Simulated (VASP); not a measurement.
Crystal: Te.

```xyz
1
Lattice="-1.9592 1.9592 1.9592 1.9592 -1.9592 1.9592 1.9592 1.9592 -1.9592" Properties=species:S:1:pos:R:3 pbc="T T T"
Te    0.0000    0.0000    0.0000
```

The cell was built by a generator and needn't be a form met in nature.

| Property | Result |
| --- | --- |
| Program | VASP 6.6.1 |
| Task | relaxation of cell and atoms |
| Functional | r2SCAN |
| Potentials or basis | VASP PAW PBE potentials, release 64 (Te) |
| Cutoff | 600 eV |
| k mesh | 14 × 14 × 14 |
| Occupations | methfessel-paxton, width 0.1 eV |
| Spin | no spin polarisation |

At the start: pressure -2.5 GPa; volume 30.08 Å³/atom.

Q: How do energy, volume and symmetry change on relaxing?

A: Over 3 steps the energy falls by 11.7 meV/atom and the volume is 28.63 Å³/atom (-4.8 %); space group Im-3m (No. 229, to 0.05 Å).

The path:
| step | energy change (eV) | largest force (eV/Å) | pressure (GPa) | volume (Å³) |
| --- | --- | --- | --- | --- |
| 1 | 0.0000 | 0.0000 | -2.46 | 30.08 |
| 2 | -0.0100 | 0.0000 | 1.06 | 28.12 |
| 3 | -0.0117 | 0.0000 | -0.01 | 28.63 |

Final structure:
```
CELL_PARAMETERS angstrom
-1.92713 1.92713 1.92713
1.92713 -1.92713 1.92713
1.92713 1.92713 -1.92713
ATOMIC_POSITIONS crystal
Te 0.00000 0.00000 0.00000
```

Caveat: the PAW data sets were made with another functional, which shifts forces and pressure a little.
